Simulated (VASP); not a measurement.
Wanted: the native input for a VASP 6.6.1 run.

- Task: single point
- Functional: PBEsol
- Potentials or basis: VASP PAW PBE potentials, release 64 (Pb_d)
- Cutoff: 520 eV
- k mesh: 18 × 18 × 18
- Occupations: fermi-dirac, width 0.08 eV
- Spin: no spin polarisation
- Dipole correction: no
- Further INCAR settings: ALGO = Normal; EDIFF = 1e-06; NBANDS = 13

The structure of Pb lies in POSCAR:

```
Pb
1.0
   -1.9796595667      1.9796595667      1.9796595667
    1.9796595667     -1.9796595667      1.9796595667
    1.9796595667      1.9796595667     -1.9796595667
Pb
1
Direct
    0.0000000000      0.0000000000      0.0000000000
```

This isn't the form of Pb at room conditions, which is fcc.

The input as run:

INCAR

```
PREC = Accurate ; ENCUT = 520
EDIFF = 1E-6 ; ISMEAR = -1
SIGMA = 0.08 ; LREAL = F
LASPH = T ; NELM = 100
ALGO = Normal ; ISIF = 2
LWAVE = F ; LCHARG = F
GGA = PS ; NBANDS = 13
```

KPOINTS

```
Automatic mesh
0
Gamma
  18 18 18
```

Potentials or basis: VASP PAW PBE potentials, release 64 (Pb_d).

Launch:

```console
$ cat potpaw_PBE.64/Pb_d/POTCAR > POTCAR
$ mpirun -np 1 vasp_std > vasp.out
```

Results of the run:

```yaml
Pressure: -1.6 GPa
Band_gap_on_the_k_mesh: none (metal or under the smearing width)
```

Caveat: the PAW data sets were made with another functional, which shifts forces and pressure a little.

It took 45 s on 1 thread of Intel(R) Xeon(R) Platinum 8375C CPU @ 2.90GHz (Ice Lake), with other jobs on the host, peak memory 0.21 GiB.
